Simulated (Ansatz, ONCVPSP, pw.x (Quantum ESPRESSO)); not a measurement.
## From atom to crystal: ONCV potential for B

```json
{
 "Element": "boron (B)",
 "Generator": "ONCVPSP 4.0.1.1 (patched build)",
 "Type": "optimised norm-conserving Vanderbilt (ONCV)",
 "Functional": "PBE",
 "Relativity": "scalar-relativistic",
 "Frozen core": "[He]",
 "Valence charge": "3",
 "Reference configuration": "2s2 2p1",
 "Partial waves": "2s: rc 1.50 bohr, ncon 4, nbas 8, qcut 4.6 1/bohr, 1 projector; 2p: rc 2.00 bohr, ncon 4, nbas 7, qcut 4 1/bohr, 1 projector; d scattering state at 0.3 Ha: rc 2.15 bohr, ncon 4, nbas 7, qcut 4.9 1/bohr, 3 projectors, debl 3.3 Ha",
 "Local potential": "polynomial inside 1.25 bohr (lpopt 5, dvloc0 4 Ha)",
 "Core correction": "none"
}
```

Crystal test: bcc B in pw.x 7.5, no spin, 18³ k-points, Fermi–Dirac smearing 0.01 Ry, cutoffs 100/400 Ry. The lattice is a test structure that the element need not adopt, and mesh and smearing are coarse.

pw.x input:

```
&control
  calculation='scf', prefix='x', pseudo_dir='./', outdir='./tmp', tstress=.true., disk_io='low'
/
&system
  ibrav=0, nat=1, ntyp=1, ecutwfc=100, ecutrho=400, nbnd=8,
  occupations='smearing', smearing='fd', degauss=0.01
/
&electrons
  conv_thr=1e-09, mixing_beta=0.4, electron_maxstep=70
/
ATOMIC_SPECIES
B 1.0 B.UPF
CELL_PARAMETERS angstrom
  -1.15592406 1.15592406 1.15592406
  1.15592406 -1.15592406 1.15592406
  1.15592406 1.15592406 -1.15592406
ATOMIC_POSITIONS crystal
B 0.0000 0.0000 0.0000
K_POINTS automatic
18 18 18 0 0 0
```

```bash
pw.x < B.scf.in > B.scf.out
```

Question: How does the run end?

Answer: It converges; the pressure is -4.15 GPa against -1.02 GPa from all-electron LAPW. The largest radius (2.15 bohr) exceeds half the bond length (1.89 bohr), so the spheres overlap, which is one possible source of error among others. The log shows:

```
Message from routine setup:
     using ibrav=0 with symmetry is DISCOURAGED, use correct ibrav instead
     lattice parameter (alat)  =       3.7835  a.u.
     unit-cell volume          =      41.6912 (a.u.)^3
     number of electrons       =         3.00
     number of Kohn-Sham states=            8
     kinetic-energy cutoff     =     100.0000  Ry
     charge density cutoff     =     400.0000  Ry
     scf convergence threshold =      1.0E-09
     Exchange-correlation= PBE
     number of k points=   195  Fermi-Dirac smearing, width (Ry)=  0.0100
     iteration #  1     ecut=   100.00 Ry     beta= 0.40
     total energy              =      -5.53993445 Ry
     estimated scf accuracy    <       0.00060984 Ry
     iteration #  2     ecut=   100.00 Ry     beta= 0.40
     total energy              =      -5.54034087 Ry
     estimated scf accuracy    <       0.00021081 Ry
     iteration #  3     ecut=   100.00 Ry     beta= 0.40
     total energy              =      -5.54036491 Ry
     estimated scf accuracy    <       0.00000071 Ry
     iteration #  4     ecut=   100.00 Ry     beta= 0.40
     total energy              =      -5.54036524 Ry
     estimated scf accuracy    <       0.00000007 Ry
     iteration #  5     ecut=   100.00 Ry     beta= 0.40
     total energy              =      -5.54036525 Ry
     estimated scf accuracy    <          3.7E-09 Ry
     iteration #  6     ecut=   100.00 Ry     beta= 0.40
     the Fermi energy is    13.5799 ev
!    total energy              =      -5.54036525 Ry
     estimated scf accuracy    <          6.2E-12 Ry
     smearing contrib. (-TS)   =      -0.00104203 Ry
     The total energy is F=E-TS. E is the sum of the following terms:
     one-electron contribution =       4.10898467 Ry
     hartree contribution      =       0.01506862 Ry
     xc contribution           =      -2.16626002 Ry
     ewald contribution        =      -7.49711649 Ry
     convergence has been achieved in   6 iterations
          total   stress  (Ry/bohr**3)                   (kbar)     P=      -41.46
```
